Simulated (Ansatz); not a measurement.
# InSe (P1) in Ansatz: convergence with smearing width

Aim: find how far smearing width must go before the results for InSe settle, at PBEsol. This setting moves, with any that are tied to it; all else stays.

Everything below comes from runs of Ansatz 0.2.0. Logs are shortened: lines on timing, memory, paths and dates and some standing lists are left out, and cuts for length are marked.

## Step 1: The cell of the first run

The typed cell holds 2 atoms: a = 3.632 Å, b = 3.632 Å, c = 3.632 Å, α = 90.00°, β = 90.00°, γ = 90.00°.

The cell was built by a generator and needn't be a form met in nature.

The cell isn't the ideal one: atoms moved at random, drawn with an rms of 0.05 Å.

## Step 2: With smearing width 0.3 eV

input.yaml reads:

```yaml
crystal:
  lattice:
    - [3.63204, 0.0, 0.0]
    - [0.0, 3.63204, 0.0]
    - [0.0, 0.0, 3.63204]
  atoms:
    - { symbol: In, position: [0.495886, 0.495383, 0.496043] }
    - { symbol: Se, position: [-0.005976, -0.001672, -0.010253] }
hamiltonian:
  xc: pbesol
  pseudopotentials: { kind: paw }
kpoints:
  mp_grid: { grid: [5, 5, 5] }
scf:
  occupations: { method: fermi_dirac, width: 0.3 }
output:
  forces: true
  stress: true
  eigenvalues: true
```

Potentials or basis: Ansatz PAW.

The run is started by

```console
> ansatz run input.yaml --threads 2 --pin off --max-ram 5632MiB --backend cpu --events-out ev --progress --plain --runs-dir out
```

What it wrote:

```text
Warning: RAYON_NUM_THREADS=2 ignored (pool sized by the plan → 2); use --threads N
band count auto-derived: 20 (N_el = 29.0; filled up to band 15; 19 by the electrons, moments and atoms)
Engine: ansatz 0.2.0, aarch64-unknown-linux-gnu
Pseudopotentials: kind: paw
Pseudopotential: In, paw, valence charge 13, recommended cutoff 420 eV (normal), In.paw.azcp
Pseudopotential: Se, paw, valence charge 16, recommended cutoff 420 eV (normal), Se.paw.azcp
Functional definition: PBEsol
  exchange = pbesol_x
  correlation = pbesol_c
Crystal: 2 atoms, lattice volume = 47.913 Å³
Basis set: ecut = 420 eV, 925 PW (Γ), exchange–correlation on 50×50×50 points (8 copies of the dense FFT grid, shifted against one another)
Bands: 20, of which v1, the nominal top of the filled ones, is band 15 counted from 1 (14 counted from 0)
Symmetry: 1 space group operations
Space group: P1 (ITA 1), of the structure as read, at distance tolerance 3.6e-5 Å
k-points: 63 of 125 (time reversal used)
Non-local potential: In, projectors of the file, l = 0: 2, l = 1: 2, l = 2: 2, l = 3: 2
Non-local potential: Se, projectors of the file, l = 0: 2, l = 1: 2, l = 2: 3, l = 3: 1
PAW form: soft (Blöchl's): semilocal exchange-correlation on the pseudo side does not see the compensation charge
PAW frozen core: In, regenerated for the run's functional, and the local potential with it (the file was generated under x = pbe(κ = 0.804, μ = 0.2195149727645171), c = pbe(β = 0.06672455060314922))
PAW frozen core: Se, regenerated for the run's functional, and the local potential with it (the file was generated under x = pbe(κ = 0.804, μ = 0.2195149727645171), c = pbe(β = 0.06672455060314922))
PAW one-centre angular grid: In, 590 points (default); XC on 64 Gauss nodes
PAW one-centre angular grid: Se, 590 points (default); XC on 64 Gauss nodes
Initial density: superposition of atomic densities (neutral atoms: chi_scale 0, normalization atom), corrected by the library's trained network
Initial wavefunctions: pseudopotential atomic-orbital guess
Functional: x = pbesol(κ = 0.804, μ = 0.12345679012345678), c = pbesol(β = 0.046)
SCF iter   1: F=—  HF=-10950.120110 eV  |F-HF|=—  |Δ(HF+E_count)|=         —  Δρ=4.03e-3  dr2=9.75e-3  ethr=1.77e-3  ⟨swp⟩=5.2  Hψ=5334  notcnv=0
preconditioner: auto → Kerker (q_TF=auto, 2.509 Å⁻¹)  [metal: Δε(μ)=0.322 eV  Ē_g=15.823 eV  σ=0.300 eV  W_gap=0.25  n_scr=18 (ndim 8)  ℏωp=23.4 eV  f_vac=0.000  D(μ)=1.19/eV (n_scr^D=6)]
SCF iter   2: F=—  HF=-10950.117047 eV  |F-HF|=—  |Δ(HF+E_count)|=   3.06e-3  Δρ=2.32e-3  dr2=3.04e-3  ethr=3.36e-5  ⟨swp⟩=1.9  Hψ=1844  notcnv=0
SCF iter   3: F=—  HF=-10950.116213 eV  |F-HF|=—  |Δ(HF+E_count)|=   8.34e-4  Δρ=4.67e-4  dr2=1.66e-4  ethr=1.05e-5  ⟨swp⟩=2.0  Hψ=1915  notcnv=0
SCF iter   4: F=—  HF=-10950.116173 eV  |F-HF|=—  |Δ(HF+E_count)|=   4.06e-5  Δρ=2.45e-4  dr2=2.60e-5  ethr=5.71e-7  ⟨swp⟩=2.0  Hψ=2150  notcnv=0
SCF iter   5: F=—  HF=-10950.116158 eV  |F-HF|=—  |Δ(HF+E_count)|=   1.41e-5  Δρ=6.97e-5  dr2=2.08e-6  ethr=8.98e-8  ⟨swp⟩=2.6  Hψ=2330  notcnv=0
SCF iter   6: F=—  HF=-10950.116158 eV  |F-HF|=—  |Δ(HF+E_count)|=   3.61e-7  Δρ=4.66e-5  dr2=7.76e-7  ethr=7.17e-9  ⟨swp⟩=2.0  Hψ=2192  notcnv=0
SCF iter   7: F=-10950.116157 eV  HF=-10950.116158 eV  |F-HF|=1.07e-7  |Δ(HF+E_count)|=   4.52e-7  Δρ=1.46e-5  dr2=9.00e-8  ethr=3.45e-10  ⟨swp⟩=3.1  Hψ=4782  notcnv=0
SCF 1 converged in 7 iterations: F = -10950.116157 eV  dr2 = 9.00e-8
SCF converged after 7 iterations
Free energy (F): -10950.116157 eV
Harris-Foulkes:  -10950.116158 eV  (|F-HF|=1.07e-7)
Internal energy: -10949.783910 eV  (E = F + TS)
E sigma→0 (E₀):  -10949.950034 eV
Entropy (-TS):   -0.332248 eV (-166.124 meV/atom)
Fermi energy:    9.798028 eV
--- Per-component energies (eV) ---
  E_band       = -380.488418
  E_kinetic    = 358.919039
  E_local      = -3299.444568  (includes V_loc(G=0)·N_el)
  E_nonlocal   = -224.152208
  E_hartree    = 1531.762589
  E_xc         = -316.718558
  E_vxc        = -197.614530  (∫ρ·V_xc dr)
  E_paw        = -5949.805581  (= ΣΔE_a)
  E_vpaw       = -81.701980  (= ΣTr[D̂ρ^β])
  E_aug_tail   = -0.000553  (compensation charges beyond the density's cutoff)
  E_ewald      = -3051.588421
  E_core_change = 1.244353  (= ΣΔE_core)
  E_smearing   = -0.332248  (= −TS)
  E_closure    = -0.000000  (closes the sum)
  Σ components = -10950.116157   (vs F -10950.116157, Δ=0.00e0)
--- Forces (eV/Å), atoms counted from 1 ---
  atom   1  In     0.00239957    -0.00379723     0.00814797
  atom   2  Se    -0.00239918     0.00379727    -0.00814794
  max |Σ_I F_I| component: 3.95e-7 eV/Å
--- Stress (GPa, compression-positive) ---
       -1.955491      -0.001264       0.002691
       -0.001264      -1.955435      -0.004254
        0.002691      -0.004254      -1.955092
  P = ⅓ Tr σ = -1.9553 GPa (-19.553 kbar)
--- Band table (eV; the first three rows and the last of 63) ---
  k-point 0: bands = ["-37.7197", "-37.7197", "-37.7191", "-37.7191", "-37.7191", "-4.6163", "-4.6162", "-4.4393", "-4.4392", "-4.4392", "-3.9038", "6.0604", "8.1837", "8.1839", "8.1850", "14.8112", "14.8141", "17.8940", "17.8946", "17.8979"]
  k-point 1: bands = ["-37.7197", "-37.7193", "-37.7192", "-37.7192", "-37.7191", "-4.6121", "-4.5681", "-4.4612", "-4.4612", "-4.4373", "-3.6493", "4.6417", "8.5073", "8.5076", "8.9217", "14.9448", "15.1492", "16.6678", "16.6688", "17.9394"]
  k-point 2: bands = ["-37.7197", "-37.7193", "-37.7193", "-37.7191", "-37.7187", "-4.6055", "-4.4963", "-4.4962", "-4.4911", "-4.4341", "-3.1401", "2.9587", "9.1696", "9.1699", "10.2855", "12.5400", "14.9093", "14.9097", "16.0217", "19.0228"]
  k-point 62: bands = ["-37.7194", "-37.7194", "-37.7193", "-37.7191", "-37.7185", "-4.6154", "-4.5304", "-4.5205", "-4.4786", "-4.4495", "-2.5998", "3.7730", "6.8544", "8.0228", "9.7926", "12.5675", "13.6586", "16.2753", "18.6491", "19.6923"]
```

It took 2.7 s on 2 threads of Arm Neoverse V2, shared host; peak memory 0.36 GiB.

Results:

| Quantity | Value |
| --- | --- |
| Free energy | -10950.1162 eV |
| Pressure | -2.0 GPa |
| Largest force | 0.009 eV/Å |
| Band gap on the k mesh | none (metal or under the smearing width) |

## Step 3: With smearing width 0.2 eV

Edit input.yaml of step 2 so:

```diff
@@ -14,3 +14,3 @@
 scf:
-  occupations: { method: fermi_dirac, width: 0.3 }
+  occupations: { method: fermi_dirac, width: 0.2 }
 output:
```

Potentials or basis: Ansatz PAW.

The run is started by

```console
> ansatz run input.yaml --threads 2 --pin off --max-ram 5632MiB --backend cpu --events-out ev --progress --plain --runs-dir out
```

It took 2.6 s on 2 threads of Arm Neoverse V2, shared host; peak memory 0.36 GiB.

Results:

```
Free energy            : -10950.0205 eV
Pressure               : -2.3 GPa
Largest force          : 0.014 eV/Å
Band gap on the k mesh : none (metal or under the smearing width)
```

## Step 4: With smearing width 0.15 eV

Edit input.yaml of step 3 so:

```diff
@@ -14,3 +14,3 @@
 scf:
-  occupations: { method: fermi_dirac, width: 0.2 }
+  occupations: { method: fermi_dirac, width: 0.15 }
 output:
```

The run is started by

```console
> ansatz run input.yaml --threads 2 --pin off --max-ram 5632MiB --backend cpu --events-out ev --progress --plain --runs-dir out
```

Wall time 2.6 s (2 threads of Arm Neoverse V2, shared host); peak memory 0.35 GiB.

Results:

* Free energy: -10949.9847 eV
* Pressure: -2.5 GPa
* Largest force: 0.016 eV/Å
* Band gap on the k mesh: none (metal or under the smearing width)

## Step 5: With smearing width 0.1 eV

Edit input.yaml of step 4 so:

```diff
@@ -14,3 +14,3 @@
 scf:
-  occupations: { method: fermi_dirac, width: 0.15 }
+  occupations: { method: fermi_dirac, width: 0.1 }
 output:
```

The run is started by

```console
> ansatz run input.yaml --threads 2 --pin off --max-ram 5632MiB --backend cpu --events-out ev --progress --plain --runs-dir out
```

It took 2.6 s on 2 threads of Arm Neoverse V2, shared host; peak memory 0.35 GiB.

What came out:

```
Free energy            : -10949.9579 eV
Pressure               : -2.7 GPa
Largest force          : 0.019 eV/Å
Band gap on the k mesh : none (metal or under the smearing width)
```

## Step 6: With smearing width 0.05 eV

Edit input.yaml of step 5 so:

```diff
@@ -14,3 +14,3 @@
 scf:
-  occupations: { method: fermi_dirac, width: 0.1 }
+  occupations: { method: fermi_dirac, width: 0.05 }
 output:
```

Potentials or basis: Ansatz PAW.

The run is started by

```console
> ansatz run input.yaml --threads 2 --pin off --max-ram 5632MiB --backend cpu --events-out ev --progress --plain --runs-dir out
```

Run time: 2.7 s. Hardware: 2 threads of Arm Neoverse V2, shared host; peak memory 0.35 GiB.

It converged, with:

```
Free energy            : -10949.9396 eV
Pressure               : -2.8 GPa
Largest force          : 0.020 eV/Å
Band gap on the k mesh : none (metal or under the smearing width)
```

## Step 7: With smearing width 0.025 eV

Edit input.yaml of step 6 so:

```diff
@@ -14,3 +14,3 @@
 scf:
-  occupations: { method: fermi_dirac, width: 0.05 }
+  occupations: { method: fermi_dirac, width: 0.025 }
 output:
```

The run is started by

```console
> ansatz run input.yaml --threads 2 --pin off --max-ram 5632MiB --backend cpu --events-out ev --progress --plain --runs-dir out
```

Wall time 3.5 s (2 threads of Arm Neoverse V2, shared host); peak memory 0.35 GiB.

Results (log left out):

| Property | Result |
| --- | --- |
| Free energy | -10949.9326 eV |
| Pressure | -2.8 GPa |
| Largest force | 0.021 eV/Å |
| Band gap on the k mesh | none (metal or under the smearing width) |

## Step 8: With smearing width 0.01 eV

Edit input.yaml of step 7 so:

```diff
@@ -14,3 +14,3 @@
 scf:
-  occupations: { method: fermi_dirac, width: 0.025 }
+  occupations: { method: fermi_dirac, width: 0.01 }
 output:
```

The run is started by

```console
> ansatz run input.yaml --threads 2 --pin off --max-ram 5632MiB --backend cpu --events-out ev --progress --plain --runs-dir out
```

Wall time 2.7 s (2 threads of Arm Neoverse V2, shared host); peak memory 0.35 GiB.

The run converged. Its results:

| Quantity | Value |
| --- | --- |
| Free energy | -10949.9286 eV |
| Pressure | -2.8 GPa |
| Largest force | 0.021 eV/Å |
| Band gap on the k mesh | none (metal or under the smearing width) |

## Step 9: With smearing width 0.005 eV

Edit input.yaml of step 8 so:

```diff
@@ -14,3 +14,3 @@
 scf:
-  occupations: { method: fermi_dirac, width: 0.01 }
+  occupations: { method: fermi_dirac, width: 0.005 }
 output:
```

Potentials or basis: Ansatz PAW.

The run is started by

```console
> ansatz run input.yaml --threads 2 --pin off --max-ram 5632MiB --backend cpu --events-out ev --progress --plain --runs-dir out
```

Run time: 2.8 s. Hardware: 2 threads of Arm Neoverse V2, shared host; peak memory 0.35 GiB.

Results (log left out):

| Item | Value |
| --- | --- |
| Free energy | -10949.9272 eV |
| Pressure | -2.8 GPa |
| Largest force | 0.021 eV/Å |
| Band gap on the k mesh | none (metal or under the smearing width) |

## Step 10: Result

```
smearing width  energy less the tightest run, at zero smearing (meV/atom)  pressure (GPa)  largest force (eV/Å)  SCF cycles  CPU time (s)  peak memory (GiB)
        0.3 eV                                                     -11.73           -1.96                 0.009           7           5.3               0.36
        0.2 eV                                                      -6.95           -2.32                 0.014           6           5.1               0.36
       0.15 eV                                                      -5.56           -2.50                 0.016           6             5               0.35
        0.1 eV                                                      -4.55           -2.67                 0.019           6           4.9               0.35
       0.05 eV                                                      -2.75           -2.80                 0.020           7           5.2               0.35
      0.025 eV                                                      -1.32           -2.83                 0.021           6           5.7               0.35
       0.01 eV                                                      -0.33           -2.83                 0.021           6           5.1               0.35
      0.005 eV                                                       0.00           -2.83                 0.021           6           5.2               0.35
```

Against the tightest run, the energy stays within 1 meV/atom from 0.01 eV on; the pressure stays within 0.1 GPa from 0.05 eV on; the largest force stays within 0.005 eV/Å from 0.15 eV on. Narrower smearing needs a denser k mesh, so at a fixed mesh the narrowest width isn't the most accurate. The tightest run that finished is the yardstick and may itself not be fully converged.

Caveats: the PAW data sets come from PBE, with cores solved anew for the run's functional, which leaves a small shift of forces and pressure.
